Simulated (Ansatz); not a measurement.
Reaction (formal exchange of groups at a Te–C bond): `C[Te]C(F)(F)F` + `OBO` → `C[Te]B(O)O` + `FC(F)F`

Calculated with Ansatz (gas phase, PBE0-D4/def2-TZVP geometries, no zero-point term in ΔE). CBS: MP2 limit from def2 TZ/QZ plus the TZ coupled-cluster correction, frozen cores. This one scheme is used for every species. DFT in def2-TZVPP. def2 core potentials past Kr. For Te outer-core shells are correlated without core-valence functions, which leaves a few kJ/mol of doubt a bond. Each species was taken in one conformer, which may not be the lowest.

```json
{"species": "`C[Te]C(F)(F)F`", "ωB97X-V energy (Eh)": "-645.59507"}
{"species": "`OBO`", "ωB97X-V energy (Eh)": "-177.22444"}
{"species": "`C[Te]B(O)O`", "ωB97X-V energy (Eh)": "-484.56916"}
{"species": "`FC(F)F`", "ωB97X-V energy (Eh)": "-338.28251"}
```

Problem. Work out ΔE.

Solution. ΔE = (-484.56916) + (-338.28251) − (-645.59507) − (-177.22444) = -0.03216 Eh = -84.4 kJ/mol. CCSD(T)/CBS gives -90.4 kJ/mol.

Largest T1 diagnostic among the species: 0.013.

From PBE to PBE0 (25 % exact exchange), in def2-TZVPP and without D4, ΔE moves by −9.8 kJ/mol.
